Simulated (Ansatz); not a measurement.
**Cs: energies, forces and stress near the listed structure**

A set of self-consistent runs on Cs under random distortions, further strains and shifts, swapped elements, distortions that keep the symmetry, to map its energy surface near the listed cell.

Method: DFT PBE, scalar-relativistic, plane waves, PAW, in Ansatz 0.2.0.

1 further run of the same task is left out (set aside as unsound or not needed).

### Step 1. The starting structure

The structure is cubic, space group Im-3m (No. 229). The conventional cell has a = 6.045 Å, b = 6.045 Å, c = 6.045 Å, α = 90.00°, β = 90.00°, γ = 90.00°.

As a file:

```cif
data_structure
_symmetry_space_group_name_H-M 'P 1'
_symmetry_Int_Tables_number 1
_cell_length_a 5.2351
_cell_length_b 5.2351
_cell_length_c 5.2351
_cell_angle_alpha 109.471
_cell_angle_beta 109.471
_cell_angle_gamma 109.471
_cell_volume 110.45
loop_
_atom_site_label
_atom_site_type_symbol
_atom_site_fract_x
_atom_site_fract_y
_atom_site_fract_z
_atom_site_occupancy
Cs1 Cs 0.00000 0.00000 0.00000 1
```

The structure comes from the Crystallography Open Database.

### Step 2. A random distortion, cell strained

The change: strain xx, yy, zz, yz, xz, xy = +2.2, +3.4, -1.7, -1.5, -2.0, +0.9 %.

File input.yaml:

```yaml
crystal:
  lattice:
    - [-3.1194618, 3.050397675, 2.984265375]
    - [2.99934765, -3.143672025, 2.957425575]
    - [3.1767684, 3.200978625, -3.077539725]
  atoms:
    - { symbol: Cs, position: [0.0, 0.0, 0.0] }
basis:
  ecutwfc: 420
kpoints:
  mp_grid: { grid: [10, 10, 8] }
hamiltonian:
  xc: pbe
scf:
  occupations: { method: gaussian, width: 0.1 }
output:
  forces: true
  stress: true
  eigenvalues: true
```

Started as:

```bash
$ ansatz run input.yaml --threads 1 --pin off --max-ram 1331MiB --backend cpu --events-out ev --progress --plain --runs-dir out
```

### Step 3. One element swapped, cell strained: Cs → Na, first probe

File input.yaml:

```yaml
crystal:
  lattice:
    - [-2.4100169829, 2.4100169829, 2.4100169829]
    - [2.4100169829, -2.4100169829, 2.4100169829]
    - [2.4100169829, 2.4100169829, -2.4100169829]
  atoms:
    - { symbol: Na, position: [0.0, 0.0, 0.0] }
basis:
  ecutwfc: 420
kpoints:
  mp_grid: { grid: [6, 6, 6] }
hamiltonian:
  xc: pbe
scf:
  occupations: { method: gaussian, width: 0.1 }
output:
  forces: true
  stress: true
  eigenvalues: true
```

### Step 4. One element swapped, cell strained: Cs → Na

Edit input.yaml of step 3 so:

```diff
@@ -10,3 +10,3 @@
 kpoints:
-  mp_grid: { grid: [6, 6, 6] }
+  mp_grid: { grid: [12, 12, 12] }
 hamiltonian:
```

### Step 5. A change within the space group

File input.yaml:

```yaml
crystal:
  lattice:
    - [-3.12641355, 3.12641355, 3.12641355]
    - [3.12641355, -3.12641355, 3.12641355]
    - [3.12641355, 3.12641355, -3.12641355]
  atoms:
    - { symbol: Cs, position: [0.0, 0.0, 0.0] }
basis:
  ecutwfc: 420
kpoints:
  mp_grid: { grid: [10, 10, 10] }
hamiltonian:
  xc: pbe
scf:
  occupations: { method: gaussian, width: 0.1 }
output:
  forces: true
  stress: true
  eigenvalues: true
```

### Step 6. A distortion that keeps the symmetry

Edit input.yaml of step 5 so:

```diff
@@ -2,5 +2,5 @@
   lattice:
-    - [-3.12641355, 3.12641355, 3.12641355]
-    - [3.12641355, -3.12641355, 3.12641355]
-    - [3.12641355, 3.12641355, -3.12641355]
+    - [-3.050518575, 3.050518575, 3.050518575]
+    - [3.050518575, -3.050518575, 3.050518575]
+    - [3.050518575, 3.050518575, -3.050518575]
   atoms:
```

### Step 7. A distortion that keeps the symmetry

Edit input.yaml of step 6 so:

```diff
@@ -2,5 +2,5 @@
   lattice:
-    - [-3.050518575, 3.050518575, 3.050518575]
-    - [3.050518575, -3.050518575, 3.050518575]
-    - [3.050518575, 3.050518575, -3.050518575]
+    - [-2.984688525, 2.984688525, 2.984688525]
+    - [2.984688525, -2.984688525, 2.984688525]
+    - [2.984688525, 2.984688525, -2.984688525]
   atoms:
```

### Step 8. A random distortion, cell strained

Edit input.yaml of step 7 so:

```diff
@@ -2,5 +2,5 @@
   lattice:
-    - [-2.984688525, 2.984688525, 2.984688525]
-    - [2.984688525, -2.984688525, 2.984688525]
-    - [2.984688525, 2.984688525, -2.984688525]
+    - [-2.909246925, 2.903987775, 2.911483575]
+    - [2.883192975, -2.930102175, 2.911544025]
+    - [2.890749225, 2.911604475, -2.937597975]
   atoms:
```

### Step 9. A random distortion, cell strained

Edit input.yaml of step 8 so:

```diff
@@ -2,5 +2,5 @@
   lattice:
-    - [-2.909246925, 2.903987775, 2.911483575]
-    - [2.883192975, -2.930102175, 2.911544025]
-    - [2.890749225, 2.911604475, -2.937597975]
+    - [-3.029058825, 2.997866625, 3.017029275]
+    - [2.908158825, -2.970240975, 2.868503625]
+    - [3.035224725, 2.976406875, -2.989403625]
   atoms:
```

### Step 10. A distortion of lower symmetry

File input.yaml:

```yaml
crystal:
  lattice:
    - [-3.04093725, 3.04093725, 3.0215328]
    - [3.0332601, -3.0332601, 3.0061785]
    - [3.0851262, 3.07744905, -3.01385565]
  atoms:
    - { symbol: Cs, position: [0.0, 0.0, 0.0] }
basis:
  ecutwfc: 420
kpoints:
  mp_grid: { grid: [8, 8, 8] }
hamiltonian:
  xc: pbe
scf:
  occupations: { method: gaussian, width: 0.1 }
output:
  forces: true
  stress: true
  eigenvalues: true
```

**Question.** What will these runs give? Wanted: for each run, case; energy; pressure; largest force.

As calculated:

```
step                                         case  energy (meV/atom)  pressure (GPa)  largest force (eV/Å)  gap on the mesh (eV)
   2           a random distortion, cell strained               +0.0             0.0                  0.00                  0.00
   4  one element swapped, cell strained: Cs → Na                n/a            -1.5                  0.00                  0.00
   5              a change within the space group              +1.8*            -0.1                  0.00                  0.00
   6         a distortion that keeps the symmetry              +1.3*             0.1                  0.00                  0.00
   7         a distortion that keeps the symmetry              +7.5*             0.2                  0.00                  0.00
   8           a random distortion, cell strained             +25.6*             0.5                  0.00                  0.00
   9           a random distortion, cell strained             +10.9*             0.3                  0.00                  0.00
  10               a distortion of lower symmetry              +3.6*             0.1                  0.00                  0.00
```

Energies are counted from step 2, with the smearing taken to zero; a star marks another k mesh, which can shift energies by itself, so starred rows don't rank against the others. Other atoms or functionals have another zero of energy (n/a). A gap of 0.00 means none on the mesh at this level.

What this shows: With one atom in the cell, moving it shifts the whole crystal, so no force arises from that. The pressure is 0.5 GPa in the smallest cell and -0.1 GPa in the largest; between them shape and moved atoms count too. The distorted cells of the listed formula and level show no gap on the mesh.
